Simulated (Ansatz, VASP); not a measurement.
Two plane-wave programs on PtSe2

```xyz
3
Lattice="3.7715 0.0000 0.0000 -1.8857 3.2662 0.0000 0.0000 0.0000 4.8233" Properties=species:S:1:pos:R:3 pbc="T T T"
Pt    0.0000    0.0000    0.0000
Se    0.0000    2.1775    1.2804
Se    1.8857    1.0887    3.5429
```

Alike in both runs: functional PBE; dispersion D3(BJ); k mesh 15 × 15 × 10; occupations gaussian, width 0.1 eV; no spin polarisation.

Ansatz relaxed the structure, and its values are those at the end. VASP's run is a single point on that final structure, the one shown.

```csv
,VASP,Ansatz
version,VASP 6.6.1,Ansatz 0.2.0
potentials or method,"VASP PAW PBE potentials, release 64 (Pt, Se)","scalar-relativistic, plane waves, PAW"
plane-wave cutoff (eV),520,420
valence electrons in the cell,22,50
```

VASP gave:

| Quantity | Value |
| --- | --- |
| gap on the k mesh at the Fermi level (eV) | none |
| pressure (GPa) | 0.0 |
| rms of the force components (eV/Å) | 0.003 |

Problem. Which values does Ansatz return?

Solution. gap on the k mesh at the Fermi level (eV): none; pressure (GPa): 0.0; rms of the force components (eV/Å): 0.000.

A gap of «none» marks a metal or a gap that the smearing closes. The two sets of potentials don't hold the same shells in valence.

Caveats: pairwise dispersion overbinds metals, which lowers pressure and volume. Spin-orbit coupling is left out, which matters for the levels of Pt.
